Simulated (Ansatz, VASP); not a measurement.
# One calculation of I, two programs

Contents of INCAR:

```
PREC = Accurate
ENCUT = 520
EDIFF = 1E-6
ISMEAR = 0
SIGMA = 0.01
LREAL = F
LASPH = T
NELM = 80
ALGO = Normal
ISIF = 2
LWAVE = F
LCHARG = T
GGA = PE
LELF = T
LVHAR = T
NBANDS = 22
```

Contents of KPOINTS:

```
regular mesh
0
Gamma
  6 6 2
```

POSCAR

```
I
1.0
    4.4934177718     -2.3137262789      0.0000000000
    4.4934177718      2.3137262789      0.0000000000
    0.0000000000      0.0000000000      9.8320499134
I
4
Direct
    0.8417984967      0.1582015033      0.8779801343
    0.3417984967      0.6582015033      0.6220198657
    0.1582015033      0.8417984967      0.1220198657
    0.6582015033      0.3417984967      0.3779801343
```

Input for Ansatz:

```yaml
crystal:
  lattice:
    - [4.4934177718, -2.3137262789, 0.0]
    - [4.4934177718, 2.3137262789, 0.0]
    - [0.0, 0.0, 9.8320499134]
  atoms:
    - { symbol: I, position: [0.8417984967, 0.1582015033, 0.8779801343] }
    - { symbol: I, position: [0.3417984967, 0.6582015033, 0.6220198657] }
    - { symbol: I, position: [0.1582015033, 0.8417984967, 0.1220198657] }
    - { symbol: I, position: [0.6582015033, 0.3417984967, 0.3779801343] }
kpoints:
  mp_grid: { grid: [6, 6, 2] }
hamiltonian:
  xc: pbe
scf:
  occupations: { method: fixed }
  n_extra_bands: 5
output:
  forces: true
  stress: true
  eigenvalues: true
```

Alike in both runs: task single point; functional PBE; k mesh 6 × 6 × 2; no spin polarisation.

|  | VASP | Ansatz |
| --- | --- | --- |
| version | VASP 6.6.1 | Ansatz 0.2.0 |
| potentials or method | VASP PAW PBE potentials, release 64 (I) | plane waves, PAW |
| plane-wave cutoff (eV) | 520 | 420 |
| occupations | gaussian, width 0.01 eV | fixed |
| valence electrons in the cell | 28 | 68 |

Ansatz gave:

```
gap on the k mesh at the Fermi level (eV) : 1.05
pressure (GPa)                            : 0.0
rms of the force components (eV/Å)        : 0.002
```

Which values does VASP return?

gap on the k mesh at the Fermi level (eV): 1.06; pressure (GPa): 0.0; rms of the force components (eV/Å): 0.010.

Atom by atom the forces differ by 0.010 eV/Å (rms over components). The two sets of potentials don't hold the same shells in valence.

Caveats: spin-orbit coupling is left out, which moves the levels of the heavy elements. A k mesh can miss the band edges.
